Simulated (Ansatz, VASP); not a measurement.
**One calculation of WC (Qusongite), two programs**

```xyz
2
Lattice="2.9447 0.0000 0.0000 -1.4724 2.5502 0.0000 0.0000 0.0000 2.8739" Properties=species:S:1:pos:R:3 pbc="T T T"
W     0.0000    0.0000    0.0000
C     1.4724    0.8501    1.4370
```

Alike in both runs: task single point; functional LDA; k mesh 10 × 10 × 9; occupations fermi-dirac, width 0.05 eV; no spin polarisation.

```csv
,VASP,Ansatz
version,VASP 6.6.1,Ansatz 0.2.0
potentials or method,"VASP PAW LDA potentials, release 64 (W_sv, C)",Ansatz PAW
plane-wave cutoff (eV),520,420
valence electrons in the cell,18,18
```

Ansatz gave:

```
gap on the k mesh at the Fermi level (eV)       : none
pressure (GPa)                                  : -23.6
largest component of the traceless stress (GPa) : 3.22
```

Problem. Estimate VASP's values.

Solution. gap on the k mesh at the Fermi level (eV): none; pressure (GPa): -21.5; largest component of the traceless stress (GPa): 2.93.

A gap of «none» marks a metal or a gap that the smearing closes.

Caveats: so large a pressure means that the cell lies far from this level's equilibrium, or that cutoff or potentials fall short (VASP); the pressure holds a Pulay correction of +0.3 GPa for the finite cutoff (Ansatz); the PAW data sets come from PBE, with cores solved anew for the run's functional, which leaves a small shift of forces and pressure (Ansatz). Spin-orbit coupling is left out, which matters for the levels of W.
